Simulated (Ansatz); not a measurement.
**WS2 under changes of volume**

One of the cells (17.744 Å³/atom); the others are scaled copies at fixed shape and fractional positions:

```
W S
1.0
     1.57900    0.91164    6.16333
    -1.57900    0.91164    6.16333
     0.00000   -1.82327    6.16333
W S
1 2
Direct
  0.00000 0.00000 0.00000
  0.58100 0.58100 0.58100
  0.75030 0.75030 0.75030
```

Measurements of this composition are mostly on another form, of space group No. 194.

```yaml
Program: Ansatz 0.2.0
Functional: LDA
Potentials_or_basis: all-electron LAPW, scalar-relativistic
Cutoff: 265 eV (chosen from the basis error)
Basis_error_allowed: 0.002 eV/atom
k_mesh: 10 × 10 × 10
Occupations: fermi-dirac, width 0.05 eV
Spin: no spin polarisation
```

```csv
volume (Å³/atom),energy over the lowest point (meV/atom),pressure (GPa),gap on the mesh (eV),largest force (eV/Å)
16.679,16.21,7.8,0.91,1.236
17.034,3.66,3.6,0.94,0.799
17.389,0.00,-0.2,0.97,0.613
17.744,?,?,?,?
18.099,15.75,-6.7,1.01,0.884
18.454,33.60,-9.4,1.03,1.180
18.809,57.18,-11.8,1.04,1.453
```

Problem. What does the run at 17.744 Å³/atom give?

Solution. Energy over the lowest point 4.31 meV/atom; pressure -3.6 GPa; gap on the mesh 0.99 eV; largest force 0.585 eV/Å.

Worked out: A Birch-Murnaghan fit of order 3 (a polynomial in V^(-2/3)) to the other rows has its minimum at 17.37 Å³/atom with B0 = V·E''(V) = 177 GPa and B' = 4.4 at fixed shape and positions, which overstates the stiffness. It gives 4.31 meV/atom at 17.744 Å³/atom, against the run's 4.31, and -dE/dV = -3.6 GPa, against -3.6. A straight line through the other rows of the gap, of slope 1.09 eV per unit of ln V, gives 0.98 eV, against the run's 0.99.

Energies are extrapolated to zero smearing.

Caveats: spin-orbit coupling is left out, which moves the levels of the heavy elements; forces of over 1 eV/Å show positions far from the minimum, so gaps and moduli don't describe the material at rest (some runs).

A mesh can miss the band edges.

The runs don't all hold the same shells in valence.
